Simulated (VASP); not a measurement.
# What goes wrong when ZnS (Sphalerite) is relaxed with a bad input, part 2 of 2

Aim: see how common mistakes in a VASP relaxation show up, on ZnS (Sphalerite). The starting structure is a measured crystal structure from the Crystallography Open Database. The first relaxation on each setting starts from this cell expanded by 3 % in volume.

VASP 6.6.1.

Results so far: reference 19.24 Å³ an atom.

## 5. Relaxation with a loose energy criterion for the relaxation

Level of this step: PBEsol; plane waves and PAW (Zn, S) (VASP).

A slip made on purpose: a loose energy criterion for the relaxation. Against step 2 the input has EDIFFG = 0.1 (also changed: NELM).

File INCAR:

```
SYSTEM = ZnS
PREC = Accurate
ENCUT = 450
EDIFF = 1E-06
NELM = 60
ISMEAR = 0
SIGMA = 0.03
LREAL = .FALSE.
ALGO = Normal
GGA = PS
NBANDS = 15
LORBIT = 11
LWAVE = .FALSE.
LCHARG = .FALSE.
KPAR = 4
IBRION = 2
NSW = 50
ISIF = 3
EDIFFG = 0.1
```

File POSCAR:

```
ZnS
1.0
    0.0000000000      2.7314304545      2.7314304545
    2.7314304545      0.0000000000      2.7314304545
    2.7314304545      2.7314304545      0.0000000000
Zn S
1 1
Direct
    0.0000000000      0.0000000000      0.0000000000
    0.7500000000      0.7500000000      0.7500000000
```

File KPOINTS:

```
Automatic mesh
0
Gamma
8 8 8
0 0 0
```

Potentials, in the order of the species: Zn and S (PBE family, release 64).

Command:

```bash
$ mpirun -np 4 vasp_std
```

Log:

```text
[... set-up lines as in an earlier step ...]
 entering main loop
       N       E                     dE             d eps       ncg     rms          rms(c)
[... 4 cycles as in an earlier step ...]
DAV:   5    -0.796180739413E+01   -0.80355E-03   -0.80350E-03  1108   0.780E-01    0.625E+00
DAV:   6    -0.757979089345E+01    0.38202E+00   -0.83708E-01  1291   0.337E+01    0.494E+00
DAV:   7    -0.756168886675E+01    0.18102E-01   -0.22989E-01  1024   0.487E+00    0.241E+00
DAV:   8    -0.755846296536E+01    0.32259E-02   -0.47638E-03  1188   0.822E-01    0.571E-01
DAV:   9    -0.755831955243E+01    0.14341E-03   -0.90663E-04  1038   0.273E-01    0.966E-02
DAV:  10    -0.755840971158E+01   -0.90159E-04   -0.14414E-04  1032   0.971E-02    0.300E-02
DAV:  11    -0.755840476044E+01    0.49511E-05   -0.19529E-05  1087   0.446E-02    0.650E-03
DAV:  12    -0.755840503164E+01   -0.27120E-06   -0.24793E-06   982   0.228E-02
   1 F= -.75584050E+01 E0= -.75584050E+01  d E =-.755841E+01
[...]
N       E                     dE             d eps       ncg     rms          rms(c)
[...]
DAV:   9    -0.758521865306E+01   -0.82547E-07   -0.27896E-06   785   0.357E-02
   2 F= -.75852187E+01 E0= -.75852187E+01  d E =-.268136E-01
 trial-energy change:   -0.026814  1 .order   -0.025134   -0.074649    0.024381
 step:   0.7717(harm=  0.7538)  dis= 0.00000  next Energy=    -7.587981 (dE=-0.296E-01)
[...]
N       E                     dE             d eps       ncg     rms          rms(c)
DAV:   1    -0.764433909912E+01   -0.59121E-01   -0.63839E-01  1045   0.181E+01    0.170E+00
DAV:   2    -0.759549609858E+01    0.48843E-01   -0.14291E-01  1080   0.106E+01    0.659E-01
DAV:   3    -0.758977498068E+01    0.57211E-02   -0.59973E-03   996   0.679E-01    0.302E-01
DAV:   4    -0.758837437905E+01    0.14006E-02   -0.64179E-04  1122   0.427E-01    0.140E-01
DAV:   5    -0.758814520694E+01    0.22917E-03   -0.21051E-04  1304   0.253E-01    0.247E-02
DAV:   6    -0.758814475746E+01    0.44948E-06   -0.55897E-05   940   0.710E-02    0.134E-02
DAV:   7    -0.758814596439E+01   -0.12069E-05   -0.16529E-06   671   0.267E-02    0.297E-03
DAV:   8    -0.758814577169E+01    0.19269E-06   -0.89574E-07   498   0.157E-02
   3 F= -.75881458E+01 E0= -.75881458E+01  d E =-.297407E-01
[...]
reached required accuracy - stopping structural energy minimisation
```

It took 12 s on 4 MPI ranks of AMD EPYC 7R43, shared host; peak memory 0.49 GiB; 45 s of CPU time.

Parts of OUTCAR (step 5):

```text
  Total        0.0095237      0.0095237      0.0095237     -0.0000000      0.0000000     -0.0000000
  in kB        0.3964480      0.3964480      0.3964480     -0.0000000      0.0000000     -0.0000000
  external PRESSURE =       0.3964480 kB  Pullay stress =       0.0000000 kB

 POSITION                                       TOTAL-FORCE (eV/Angst)
 -----------------------------------------------------------------------------------
      0.00000      0.00000      0.00000         0.000000     -0.000000      0.000000
      4.01968      4.01968      4.01968        -0.000000      0.000000     -0.000000
 -----------------------------------------------------------------------------------
    total drift:                               -0.000002     -0.000002     -0.000002

  FREE ENERGIE OF THE ION-ELECTRON SYSTEM (eV)
  ---------------------------------------------------
  free  energy   TOTEN  =        -7.5881457717 eV

  energy  without entropy=       -7.5881457717  energy(sigma->0) =       -7.58814577

[... 2 parts as in an earlier step ...]

[... 2 further parts left out ...]
[key lines of the parts left out:]
E-fermi :   2.4113
```

With a loose energy criterion for the relaxation the cell ends at 19.244 Å³ an atom, +0.00 % from the reference.

## 6. Relaxation with a cutoff far too low

A slip made on purpose: a cutoff far too low. Against step 2 the input has PREC = Normal and ENCUT = 150 (also changed: NELM).

Changes to INCAR since step 5:

```diff
@@ -1,4 +1,4 @@
 SYSTEM = ZnS
-PREC = Accurate
-ENCUT = 450
+PREC = Normal
+ENCUT = 150
 EDIFF = 1E-06
@@ -18,2 +18,2 @@
 ISIF = 3
-EDIFFG = 0.1
+EDIFFG = -0.006
```

POSCAR is that of step 5.

KPOINTS is that of step 5.

Command:

```bash
$ mpirun -np 4 vasp_std
```

Log:

```text
[... set-up lines as in an earlier step ...]
 entering main loop
       N       E                     dE             d eps       ncg     rms          rms(c)
DAV:   1     0.349239706871E+02    0.34924E+02   -0.46088E+03   923   0.457E+02
DAV:   2    -0.289566010770E+01   -0.37820E+02   -0.36840E+02  1108   0.124E+02
DAV:   3    -0.360252859566E+01   -0.70687E+00   -0.70640E+00  1017   0.173E+01
DAV:   4    -0.360474172899E+01   -0.22131E-02   -0.22131E-02  1108   0.100E+00
[...]
DAV:  12    -0.620724197796E+00   -0.72463E-05   -0.44798E-05   989   0.394E-02    0.166E-02
DAV:  13    -0.620726058411E+00   -0.18606E-05   -0.16101E-06  1071   0.778E-03    0.126E-02
DAV:  14    -0.620726434452E+00   -0.37604E-06   -0.54911E-07   554   0.426E-03
   1 F= -.62072643E+00 E0= -.62072643E+00  d E =-.620726E+00
[...]
-----------------------------------------------------------------------------
|                                                                             |
|     EEEEEEE  RRRRRR   RRRRRR   OOOOOOO  RRRRRR      ###     ###     ###     |
[...]
|     E        R   R    R   R    O     O  R   R                               |
|     E        R    R   R    R   O     O  R    R      ###     ###     ###     |
|     EEEEEEE  R     R  R     R  OOOOOOO  R     R     ###     ###     ###     |
|                                                                             |
|     Orbital orthonormalization failed in the inversion of matrix            |
|     LAPACK: Routine ZPOTRF failed! kpoint: 1 spin: 1                        |
|                                                                             |
|     Possible solutions for this issue are:                                  |
|     - Please check whether the atoms are too close to each other.           |
|     - Decreasing POTIM might help during relaxations or MDs.                |
|     - Deleting CHGCAR or WAVECAR if incompatible with the structure.        |
|     - Try calculating without symmetrizing (ISYM = 0 or ISYM = -1).         |
|     - As last resort: using a different PAW for some of the atoms.          |
|                                                                             |
|       ---->  I REFUSE TO CONTINUE WITH THIS SICK JOB ... BYE!!! <----       |
|                                                                             |
 -----------------------------------------------------------------------------

1
1
1
1
```

Elapsed: 5.4 s, on 4 MPI ranks.

VASP stopped with this message: “Orbital orthonormalization failed in the inversion of matrix LAPACK: Routine ZPOTRF failed! kpoint: 1 spin: 1”.

## 7. All runs side by side

| run | ended | volume (Å³/atom) | change (%) | bulk modulus (GPa) | pressure left (GPa) | core minutes |
| --- | --- | --- | --- | --- | --- | --- |
| reference | converged | 19.244 | - | 78.8 | -0.02 | 1.15 |
| too few electronic steps | stopped by VASP | - | - | - | - | 0.44 |
| a functional's name that the tag doesn't take | stopped by VASP | - | - | - | - | 0.253 |
| a loose energy criterion for the relaxation | converged | 19.244 | 0.0 | - | 0.04 | 0.787 |
| a cutoff far too low | stopped by VASP | - | - | - | - | 0.36 |

Core minutes are wall time times ranks, summed over the relaxations behind a row (those for a bulk modulus apart), on shared hosts.

## 8. Outcome

```
volume of the reference                                                   : 19.24 Å³/atom
volume against the reference, a loose energy criterion for the relaxation : +0.00 %
run with too few electronic steps                                         : stopped by VASP
run with a functional's name that the tag doesn't take                    : stopped by VASP
run with a cutoff far too low                                             : stopped by VASP
```

VASP stopped by itself in the runs with too few electronic steps, a functional's name that the tag doesn't take and a cutoff far too low. Little came of a loose energy criterion for the relaxation in this material. The reference was restarted once and the runs with a slip weren't, so their cells may not have settled fully. Further runs on this material are not shown.

[Lines on the potential files, build, host, timing and source positions are cut from VASP's logs without a mark.]

[Logs are printed without paths, hosts, clocks, repeated set-up lines and the standing remarks that a program may print on its own settings, such as how far it seeks lower states.]

[Hosts, paths, dates, database ids (printed as entryN), source tags and the programs' standing remarks are cut or masked in the printed files.]
